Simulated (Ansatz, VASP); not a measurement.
**One calculation of Sc, two programs**

The input INCAR:

```
PREC = Accurate
ENCUT = 600
EDIFF = 1E-7
ISMEAR = 0
SIGMA = 0.1
LREAL = F
LASPH = T
NELM = 80
ALGO = Normal
ISIF = 3
LWAVE = F
LCHARG = F
GGA = PS
IBRION = 2
NSW = 80
EDIFFG = -0.01
```

Contents of KPOINTS:

```
regular mesh
0
Gamma
  16 16 16
```

POSCAR

```
Sc
1.0
   -1.8135954035      1.8135954035      1.8135954035
    1.8135954035     -1.8135954035      1.8135954035
    1.8135954035      1.8135954035     -1.8135954035
Sc
1
Direct
    0.0000000000      0.0000000000      0.0000000000
```

Input for Ansatz:

```yaml
crystal:
  lattice:
    - [-1.8135954035, 1.8135954035, 1.8135954035]
    - [1.8135954035, -1.8135954035, 1.8135954035]
    - [1.8135954035, 1.8135954035, -1.8135954035]
  atoms:
    - { symbol: Sc, position: [0.0, 0.0, 0.0] }
basis:
  ecutwfc: 420
kpoints:
  mp_grid: { grid: [16, 16, 16] }
hamiltonian:
  xc: pbesol
scf:
  occupations: { method: gaussian, width: 0.1 }
output:
  forces: true
  stress: true
  eigenvalues: true
relax:
  adjacent_minimum: "off"
  f_tol: 0.01
  max_steps: 60
  cell: { stress_tol: 0.1 }
```

Alike in both runs: task relaxation of cell and atoms; functional PBEsol; k mesh 16 × 16 × 16; occupations gaussian, width 0.1 eV; no spin polarisation.

|  | VASP | Ansatz |
| --- | --- | --- |
| version | VASP 6.6.1 | Ansatz 0.2.0 |
| potentials or method | VASP PAW PBE potentials, release 64 (Sc_sv) | scalar-relativistic, plane waves, PAW |
| plane-wave cutoff (eV) | 600 | 420 |
| valence electrons in the cell | 11 | 11 |

Ansatz gave:

```
gap on the k mesh at the Fermi level, each at its own relaxed structure (eV) : none
relaxed volume (Å³/atom)                                                     : 23.86
relaxed cell length with the largest relative difference (Å)                 : 3.141
```

Question: Which values does VASP return?

Answer: gap on the k mesh at the Fermi level, each at its own relaxed structure (eV): none; relaxed volume (Å³/atom): 23.90; relaxed cell length with the largest relative difference (Å): 3.143.

A gap of «none» marks a metal or a gap that the smearing closes.

Caveats: the PAW data sets were made with another functional, which shifts forces and pressure a little (VASP).
